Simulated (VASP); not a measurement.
# VASP inputs for AgBr (database structure)

INCAR

```
NSW = 0
SIGMA = 0.02
LREAL = .FALSE.
NELM = 120
EDIFF = 1E-7
LASPH = .TRUE.
LCHARG = .FALSE.
GGA = PE
NBANDS = 26
ISMEAR = -1
IBRION = -1
ENCUT = 520
LWAVE = .FALSE.
PREC = Accurate
ISIF = 2
```

KPOINTS

```
KPOINTS created by Atomic Simulation Environment
0
Gamma
6 6 4
0 0 0
```

KPOINTS_OPT

```
special points
8
Reciprocal
0.0000000000 0.0000000000 0.0000000000 1
0.5000257535 0.4999742465 0.0001134549 1
0.5000257535 0.4999742465 0.5001134485 1
0.5000257535 0.0000000000 0.5001134485 1
0.2497264905 0.0000000000 1.0000566496 1
0.7503250165 0.0000000000 0.0001702474 1
0.7503250165 0.2497007665 0.0001702474 1
0.2497264905 0.2497007665 1.0000566496 1
```

POSCAR

```
Ag Br
 1.0000000000000000
     4.0921162240068991   -0.0000000000000000    0.0414619364332539
    -0.0000000000000000    4.0919047227990317   -0.0000000000000000
    -0.0576709655495451   -0.0000000000000000    5.7835260127760426
 Ag  Br
   2   2
Cartesian
  3.0257182085477599  3.0689285420992745  4.3686118319879590
  1.0087270499095937  1.0229761806997582  1.4563761172213385
  0.9797121565187674  1.0229761806997582  4.3480299189757874
  3.0547331019385866  3.0689285420992745  1.4769580302335099
```

VASP ran with the recommended PBE PAW datasets (36 valence electrons in the cell).

Task: What does this run give?

Result: gap between bands v and c 0.68 eV; least direct gap 2.53 eV; pressure 1.1 GPa.

Band v is the last that the valence electrons fill when counted band by band, and c is the next. Levels in eV from the top of v:

```
point    v−1      v     c   c+1
    Γ  -1.85  -1.85  0.68  1.65
    X  -2.23  -2.23  1.65  1.65
    P  -1.47  -1.47  3.75  3.75
    N   0.00   0.00  3.80  3.80
    S  -1.16  -0.73  2.47  2.98
  S_0  -1.16  -0.73  2.47  2.98
    R  -1.59  -1.47  3.23  3.75
    G  -1.59  -1.47  3.23  3.75
```
